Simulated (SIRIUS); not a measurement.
Bi in SIRIUS: the effect of dispersion

The system is Bi.

```
CELL_PARAMETERS angstrom
2.26750 1.30914 3.93800
-2.26750 1.30914 3.93800
0.00000 -2.61828 3.93800
ATOMIC_POSITIONS crystal
Bi 0.76600 0.76600 0.76600
Bi 0.23400 0.23400 0.23400
```

Alike in all runs:

* Program: SIRIUS 7.12.0
* Task: equation of state
* Functional: PBE
* Potentials or basis: all-electron FP-LAPW
* Cutoff: 157 eV
* Basis: apw+lo standard
* k mesh: 6 × 6 × 6
* Occupations: fermi-dirac, width 0.05 eV
* Spin: no spin polarisation

| dispersion | V0 of scaled cells (Å³/atom) | B0 (GPa) |
| --- | --- | --- |
| none | ? | ? |
| D3 | 35.74 | 49 |
| D3(BJ) | 35.10 | 49 |
| D4 | 35.04 | 50 |

What does the run with dispersion none give?

V0 of scaled cells 36.68 Å³/atom; B0 44 GPa.

Caveats: the cell was scaled at fixed shape and fractional positions, which overstates the stiffness of a crystal with free parameters, most of all of layers and chains.
